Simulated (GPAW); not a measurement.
**Si in GPAW: convergence with density grid spacing (A)**

Crystal: Si.

```xyz
1
Lattice="-1.6269 1.6269 1.3203 1.6269 -1.6269 1.3203 1.6269 1.6269 -1.3203" Properties=species:S:1:pos:R:3 pbc="T T T"
Si    0.0000    0.0000    0.0000
```

This isn't the form of Si at room conditions, which is diamond.

* Program: GPAW 26.7.0
* Task: convergence study
* Functional: PBE
* Potentials or basis: GPAW PAW data sets (gpaw-data 1.2.1)
* Cutoff: 600 eV
* Basis: pw
* Grid spacing: 0.24 Å
* k mesh: 13 × 13 × 13
* Occupations: fermi-dirac, width 0.05 eV
* Spin: no spin polarisation

These are the settings of the first run; the series varies density grid spacing (A), with any setting tied to it.

Hardware: 1 thread of AMD EPYC 9R45 96-Core Processor (Zen 5), with other jobs on the host.

| density grid spacing (A) | energy less the tightest run, at zero smearing (meV/atom) | SCF cycles | CPU time (s) | peak memory (GiB) |
| --- | --- | --- | --- | --- |
| 0.24 | 0.10 | 8 | 4.1 | 0.15 |
| 0.2 | 0.00 | 8 | 4.8 | 0.15 |
| 0.17 | 0.00 | 8 | 5.9 | 0.15 |
| 0.15 | 0.00 | 8 | 9.3 | 0.15 |
| 0.13 | 0.00 | 8 | 13 | 0.16 |
| 0.11 | 0.00 | 8 | 13 | 0.16 |
| 0.09 | 0.00 | 8 | 23 | 0.18 |

Against the tightest run, the energy stays within 1 meV/atom from 0.24 on. The tightest run that finished is the yardstick and may itself not be fully converged.
